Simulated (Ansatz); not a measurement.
An Ansatz (an electronic-structure program) input (Kohn–Sham DFT with the PBE functional, run in Ansatz with PAW and 420 eV plane waves, no SOC):

Ansatz 0.2 input:
```yaml
crystal:
  lattice:
    - [0, 3.017989761, 3.017989761]
    - [3.017989761, 0, 3.017989761]
    - [3.017989761, 3.017989761, 0]
  atoms:
    - { symbol: Br, position: [0, 0, 0] }
    - { symbol: Na, position: [0.5, 0.5, 0.5] }
basis: { ecutwfc: 420, ecutrho_ratio: 4, xc_grid: 2, fft_grid_basis: typed }
kpoints: { mp_grid: { grid: [10, 10, 10] } }
hamiltonian:
  xc: pbe
  dispersion: none
  pseudopotentials: { kind: paw }
scf: { occupations: { method: fermi_dirac, width: 0.05 }, convergence: { dr2_threshold: 0.0000000002 } }
output: { forces: true, stress: true }
checkpoint: { write: state.ck, write_every: 1000 }
```

**Question.** Which symmetry and how many k-points will the program report, and about how many plane waves at Γ?

**Answer.** Space group Fm-3m (ITA 225) with 48 operations, k-points 47 of 1000, and 1067 plane waves at Γ.

Whether these cells are dynamically stable was not tested. The cell is NaBr in the rock salt structure (space group Fm-3m, No. 225).
